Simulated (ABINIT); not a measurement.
A run of ABINIT 10.8.3 (patched build) is set up as follows.

Contents of run.abi:

```
pp_dirpath "./"
pseudos "Zn.GGA_PBE-JTH.xml"

acell 5.2508173235 5.2508173235 5.2508173235
rprim
     0.0000000000     0.7071067812     0.7071067812
     0.7071067812     0.0000000000     0.7071067812
     0.7071067812     0.7071067812     0.0000000000
ntypat 1
znucl 30
natom 1
typat 1
xcart
     0.0000000000     0.0000000000     0.0000000000

ecut 22.0
pawecutdg 44.0

kptopt 1
ngkpt 12 12 12
nshiftk 1
shiftk 0.0 0.0 0.0

ixc 11

nband 10
occopt 3
tsmear 0.05 eV

nstep 100
tolvrs 1.0e-9

iomode 3
prtwf 0
prtden 0
prteig 0
prtebands 0
```

Potentials or basis: JTH PAW PBE v2.0.

Run with:

```console
$ abinit run.abi > log 2>&1
```

(1) What does it give for the band gap on the k mesh?

(2) Estimate the pressure.

Answers

(1) none (metal or under the smearing width).

(2) -0.5 GPa.
